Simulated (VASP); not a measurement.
# Zr in VASP: reference runs

Aim: a first look at Zr with PBE, on the cell as given.

Everything below comes from runs of VASP 6.6.1. Logs are shortened: lines on timing, memory, paths and dates and some standing lists are left out, and cuts for length are marked.

### Step 1. The cell of the first run

The cell holds a slab with vacuum, 5 atoms: a = 3.189 Å, b = 3.189 Å, c = 24.020 Å, α = 90.00°, β = 90.00°, γ = 90.00°.

The slab is cut from a database's or a generator's crystal, which needn't be the stable form of the element.

### Step 2. Single point, PBE (the (1 0 0) slab of Zr, cut from the database cell, not relaxed)

File INCAR:

```
  PREC = Accurate
  ENCUT = 520
  EDIFF = 1E-7
  ISMEAR = -1
  SIGMA = 0.05
  LREAL = False
  LASPH = True
  NELM = 60
  ALGO = Normal
  ISIF = 2
  LWAVE = False
  LCHARG = False
  LDIPOL = True
  IDIPOL = 3
  DIPOL = 0.5 0.5 0.500
  GGA = PE
  NBANDS = 38
```

File KPOINTS:

```
regular mesh
0
Gamma
  8 8 1
```

File POSCAR:

```
Zr
1.0
    3.1890515832      0.0000000000      0.0000000000
    0.0000000000      3.1890515832      0.0000000000
    0.0000000000      0.0000000000     24.0200000000
Zr
5
Direct
    0.5000000000      0.5000000000      0.3122398002
    0.0000000000      0.0000000000      0.4061199001
    0.5000000000      0.5000000000      0.5000000000
    0.0000000000      0.0000000000      0.5938800999
    0.5000000000      0.5000000000      0.6877601998
```

Potentials or basis: VASP PAW PBE potentials, release 64 (Zr_sv).

Launch:

```console
> cat potpaw_PBE.64/Zr_sv/POTCAR > POTCAR
> mpirun -np 1 vasp_std > vasp.out
```

OUTCAR:

```text
PREC = Accurate
   ENCUT = 520
   EDIFF = 1E-7
   ISMEAR = -1
   LREAL = False
   LASPH = True
   NELM = 60
   ISIF = 2
   GGA = PE

 ion  position               nearest neighbor table
   1  0.500  0.500  0.312-   2 3.19   2 3.19   2 3.19   2 3.19
   2  0.000  0.000  0.406-   3 3.19   3 3.19   3 3.19   3 3.19   1 3.19   1 3.19   1 3.19   1 3.19

   3  0.500  0.500  0.500-   2 3.19   4 3.19   2 3.19   4 3.19   2 3.19   4 3.19   2 3.19   4 3.19

   4  0.000  0.000  0.594-   3 3.19   3 3.19   3 3.19   3 3.19   5 3.19   5 3.19   5 3.19   5 3.19

   5  0.500  0.500  0.688-   4 3.19   4 3.19   4 3.19   4 3.19

  LATTYP: Found a simple tetragonal cell.
 ALAT       =     3.1890515832
 C/A-ratio  =     7.5320199041

  Lattice vectors:

 A1 = (   3.1890515832,   0.0000000000,   0.0000000000)
 A2 = (   0.0000000000,   3.1890515832,   0.0000000000)
 A3 = (   0.0000000000,   0.0000000000,  24.0200000000)

Analysis of symmetry for initial positions (statically):
=====================================================================
 Subroutine PRICEL returns:
 Original cell was already a primitive cell.

 Routine SETGRP: Setting up the symmetry group for a
 simple tetragonal supercell.

 Subroutine GETGRP returns: Found 16 space group operations
 (whereof 16 operations were pure point group operations)
 out of a pool of 16 trial point group operations.

The static configuration has the point symmetry D_4h.

Analysis of symmetry for dynamics (positions and initial velocities):
=====================================================================
 Subroutine PRICEL returns:
 Original cell was already a primitive cell.

 Routine SETGRP: Setting up the symmetry group for a
 simple tetragonal supercell.

 Subroutine GETGRP returns: Found 16 space group operations
 (whereof 16 operations were pure point group operations)
 out of a pool of 16 trial point group operations.

The dynamic configuration has the point symmetry D_4h.

 Subroutine INISYM returns: Found 16 space group operations
 (whereof 16 operations are pure point group operations),
 and found     1 'primitive' translations

----------------------------------------------------------------------------------------

                                     Primitive cell

  volume of cell :     244.2846

  direct lattice vectors                    reciprocal lattice vectors
     3.189051583  0.000000000  0.000000000     0.313572852  0.000000000  0.000000000
     0.000000000  3.189051583  0.000000000     0.000000000  0.313572852  0.000000000
     0.000000000  0.000000000 24.020000000     0.000000000  0.000000000  0.041631973

  length of vectors
     3.189051583  3.189051583 24.020000000     0.313572852  0.313572852  0.041631973

  position of ions in fractional coordinates (direct lattice)
     0.500000000  0.500000000  0.312239800
     0.000000000  0.000000000  0.406119900
     0.500000000  0.500000000  0.500000000
     0.000000000  0.000000000  0.593880100
     0.500000000  0.500000000  0.687760200

  ion indices of the primitive-cell ions
   primitive index   ion index
                 1           1
                 2           2
                 3           3
                 4           4
                 5           5

----------------------------------------------------------------------------------------

 KPOINTS: regular mesh

Automatic generation of k-mesh.
 Grid dimensions read from file:
 generate k-points for:    8    8    1

 Generating k-lattice:

  Cartesian coordinates                     Fractional coordinates (reciprocal lattice)
     0.039196606  0.000000000  0.000000000     0.125000000  0.000000000  0.000000000
     0.000000000  0.039196606  0.000000000     0.000000000  0.125000000  0.000000000
     0.000000000  0.000000000  0.041631973     0.000000000  0.000000000  1.000000000

  Length of vectors
     0.039196606  0.039196606  0.041631973

  Shift w.r.t. Gamma in fractional coordinates (k-lattice)
     0.000000000  0.000000000  0.000000000

 Subroutine IBZKPT returns following result:
 ===========================================

 Found     15 irreducible k-points:

 Following reciprocal coordinates:
            Coordinates               Weight
  0.000000  0.000000  0.000000      1.000000
  0.125000  0.000000  0.000000      4.000000
  0.250000  0.000000  0.000000      4.000000
  0.375000  0.000000  0.000000      4.000000
  0.500000  0.000000  0.000000      2.000000
  0.125000  0.125000  0.000000      4.000000
  0.250000  0.125000  0.000000      8.000000
  0.375000  0.125000  0.000000      8.000000
  0.500000  0.125000  0.000000      4.000000
  0.250000  0.250000  0.000000      4.000000
  0.375000  0.250000  0.000000      8.000000
  0.500000  0.250000  0.000000      4.000000
  0.375000  0.375000  0.000000      4.000000
  0.500000  0.375000  0.000000      4.000000
  0.500000  0.500000  0.000000      1.000000
   k-points           NKPTS =     15   k-points in BZ     NKDIM =     15   number of bands    NBANDS=     38
   number of dos      NEDOS =    301   number of ions     NIONS =      5
   total plane-waves  NPLWV = 103680
   dimension x,y,z NGX =    24 NGY =   24 NGZ =  180
   dimension x,y,z NGXF=    48 NGYF=   48 NGZF=  360
   ions per type =               5
   NGX,Y,Z   is equivalent  to a cutoff of  12.51, 12.51, 12.46 a.u.
   NGXF,Y,Z  is equivalent  to a cutoff of  25.02, 25.02, 24.92 a.u.
 SYSTEM =  unknown system
   PREC   = accura    normal or accurate (medium, high low for compatibility)
   ISTART =      0    job   : 0-new  1-cont  2-samecut
   ICHARG =      2    charge: 1-file 2-atom 10-const
   ISPIN  =      1    spin polarized calculation?
   LNONCOLLINEAR =      F non collinear calculations
   LSORBIT =      F    spin-orbit coupling
   LASPH  =      T    aspherical Exc in radial PAW
   ENCUT  =  520.0 eV  38.22 Ry    6.18 a.u.   5.93  5.93 44.66*2*pi/ulx,y,z
   NELM   =     60;   NELMIN=  2; NELMDL= -5     # of ELM steps
   EDIFF  = 0.1E-06   stopping-criterion for ELM
   LREAL  =      F    real-space projection
   EDIFFG = 0.1E-05   stopping-criterion for IOM
   NSW    =      0    number of steps for IOM
   IBRION =     -1    ionic relax: 0-MD 1-quasi-New 2-CG
   NFREE  =      0    steps in history (QN), initial steepest desc. (CG)
   ISIF   =      2    stress and relaxation
   ISYM   =      2    0-nonsym 1-usesym 2-fastsym
   POTIM  = 0.5000    time-step for ionic-motion
   TEBEG  =    0.0;   TEEND  =   0.0 temperature during run
   PSTRESS=    0.0 pullay stress
   NELECT =      60.0000    total number of electrons
   NUPDOWN=      -1.0000    fix difference up-down
   EMIN   =  10.00;   EMAX   =-10.00  energy-range for DOS
   EFERMI =   0.00;   METHOD = LEGACY
   ISMEAR =    -1;   SIGMA  =   0.05  broadening in eV -4-tet -1-fermi 0-gaus
   EFERMI_NEDOS =   21; number of points for ismear=-14 and -15
   IALGO  =     38    algorithm
   IMIX   =      4    mixing-type and parameters
     AMIX     =   0.40;   BMIX     =  1.00
     AMIX_MAG =   1.60;   BMIX_MAG =  1.00
  volume/ion in A,a.u.               =      48.86       329.70
  Fermi-wavevector in a.u.,A,eV,Ry     =   1.025242  1.937427 14.301382  1.051122
  Thomas-Fermi vector in A             =   2.159072
   LORBIT       =      0    0 simple, 1 ext, 2 COOP (PROOUT), +10 PAW based schemes
   GGA     = PE    functional components
   LHFCALC =     F    Hartree Fock is set to
   AEXX    =    0.0000 exact exchange contribution
   IVDW    =     0    specifies the selected vdW correction
   LEPSILON=     F    determine dielectric tensor
   LRPA    =     F    only Hartree local field effects (RPA)
 non-spin polarized calculation
  energy-cutoff  :      520.00
  volume of cell :      244.28
 maximum number of plane-waves:      6640
 NGX is ok and might be reduce to    24
   NGX = 11   NGY = 11   NGZ = 89

 dipolmoment           0.000000      0.000000      0.000000 electrons x Angstroem

 number of electron      60.0000000 magnetization

 dipolmoment           0.000000      0.000000     -0.000000 electrons x Angstroem

 Free energy of the ion-electron system (eV)
  ---------------------------------------------------
  ext. energy  EPLUGINS =         0.00000000
  ---------------------------------------------------
  free energy    TOTEN  =       -40.57545330 eV

  energy without entropy =      -40.49802113  energy(sigma->0) =      -40.53673721

 E-fermi :   2.3305     XC(G=0):  -6.1439

 val. band max:        2.3155287772   @ k =   0.2500   0.0000   0.0000
 cond. band min:       2.3537474129   @ k =   0.5000   0.3750   0.0000
 fundamental gap:      0.0382186358
 Fermi energy:         2.3305272566

 k-point     1 :       0.0000    0.0000    0.0000
  band No.  band energies     occupation
      1     -46.6471      2.00000
      2     -46.6470      2.00000
      3     -46.2895      2.00000
      4     -46.2228      2.00000
      5     -46.1497      2.00000
      6     -24.8743      2.00000
[... 30 lines left out ...]
     37       4.0814      0.00000
     38       4.2910      0.00000

 k-point     2 :       0.1250    0.0000    0.0000
  band No.  band energies     occupation
      1     -46.6392      2.00000
      2     -46.6391      2.00000
      3     -46.2775      2.00000
      4     -46.2162      2.00000
      5     -46.1480      2.00000
      6     -24.8527      2.00000
[... 30 lines left out ...]
     37       4.0408      0.00000
     38       4.0988      0.00000

 k-point     3 :       0.2500    0.0000    0.0000
  band No.  band energies     occupation
      1     -46.6200      2.00000
      2     -46.6200      2.00000
      3     -46.2460      2.00000
      4     -46.2004      2.00000
      5     -46.1461      2.00000
      6     -24.8271      2.00000
[... 30 lines left out ...]
     37       3.8320      0.00000
[... 412 lines left out ...]
 k-point    14 :       0.5000    0.3750    0.0000
  band No.  band energies     occupation
      1     -46.5522      2.00000
      2     -46.5522      2.00000
      3     -46.1363      2.00000
      4     -46.1360      2.00000
      5     -46.1244      2.00000
      6     -24.8675      2.00000
[... 30 lines left out ...]
     37       5.0538      0.00000
     38       5.1727      0.00000

 k-point    15 :       0.5000    0.5000    0.0000
  band No.  band energies     occupation
      1     -46.5452      2.00000
      2     -46.5452      2.00000
      3     -46.1290      2.00000
      4     -46.1288      2.00000
      5     -46.1171      2.00000
      6     -24.8730      2.00000
[... 30 lines left out ...]
     37       5.4375      0.00000
     38       5.5259      0.00000

------------------------ aborting loop because EDIFF is reached ----------------------------------------

 vacuum level on the upper side and lower side of the slab       (xc-potential included)        -0.115        -0.115

  FORCE on cell =-STRESS in cart. coord.  units (eV):
  Direction    XX          YY          ZZ          XY          YZ          ZX
  --------------------------------------------------------------------------------------
  -------------------------------------------------------------------------------------
  Total       -2.7311667     -2.7311667     -1.8726445      0.0000000     -0.0000000      0.0000000
  in kB      -17.9127678    -17.9127678    -12.2820206      0.0000000     -0.0000000      0.0000000
  external PRESSURE =     -16.0358521 kB  Pullay stress =       0.0000000 kB

 VOLUME and BASIS-vectors are now :
 -----------------------------------------------------------------------------
  energy-cutoff  :      520.00
  volume of cell :      244.28
      direct lattice vectors                 reciprocal lattice vectors
     3.189051583  0.000000000  0.000000000     0.313572852  0.000000000  0.000000000
     0.000000000  3.189051583  0.000000000     0.000000000  0.313572852  0.000000000
     0.000000000  0.000000000 24.020000000     0.000000000  0.000000000  0.041631973

 POSITION                                       TOTAL-FORCE (eV/Angst)
 -----------------------------------------------------------------------------------
      1.59453      1.59453      7.50000        -0.000000     -0.000000      0.583708
      0.00000      0.00000      9.75500         0.000000      0.000000     -0.759083
      1.59453      1.59453     12.01000        -0.000000     -0.000000      0.000000
      0.00000      0.00000     14.26500        -0.000000     -0.000000      0.759083
      1.59453      1.59453     16.52000        -0.000000      0.000000     -0.583708
 -----------------------------------------------------------------------------------
    total drift:                                0.000000     -0.000000     -0.000000

  FREE ENERGIE OF THE ION-ELECTRON SYSTEM (eV)
  ---------------------------------------------------
  free  energy   TOTEN  =       -40.5754532962 eV

  energy  without entropy=      -40.4980211287  energy(sigma->0) =      -40.53673721

 vacuum level on the upper side and lower side of the slab         6.181         6.181
```

Run time: 4.8 min. Hardware: 1 thread of Intel Xeon 6975P-C (Granite Rapids), shared host; peak memory 0.38 GiB.

Results:

| Item | Value |
| --- | --- |
| Free energy | -40.5755 eV |
| Largest force | 0.759 eV/Å |
| Band gap on the k mesh | none (metal or under the smearing width) |

Forces on the atoms (eV/Å):
```
Zr   0.000  0.000  0.584
Zr   0.000  0.000 -0.759
Zr   0.000  0.000  0.000
Zr   0.000  0.000  0.759
Zr   0.000  0.000 -0.584
```
